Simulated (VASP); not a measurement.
A run of VASP 6.6.1 is set up as follows.

File INCAR:

```
PREC = Accurate ; ENCUT = 520
EDIFF = 1E-6 ; ISMEAR = 0
SIGMA = 0.05 ; LREAL = F
LASPH = T ; NELM = 60
ALGO = Normal ; ISIF = 2
LWAVE = F ; LCHARG = F
GGA = PE ; NBANDS = 12
```

The input KPOINTS:

```
Automatic mesh
0
Gamma
  6 6 6
```

File POSCAR:

```
La
1.0
   -2.1111359528      2.1111359528      2.1111359528
    2.1111359528     -2.1111359528      2.1111359528
    2.1111359528      2.1111359528     -2.1111359528
La
1
Direct
    0.0000000000      0.0000000000      0.0000000000
```

Potentials or basis: VASP PAW PBE potentials, release 64 (La).

The run is started by

```sh
$ cat potpaw_PBE.64/La/POTCAR > POTCAR
$ mpirun -np 1 vasp_std > vasp.out
```

(1) Predict the band gap on the k mesh.

(2) Estimate the pressure.

Answers

(1) none (metal or under the smearing width).

(2) 1.0 GPa.
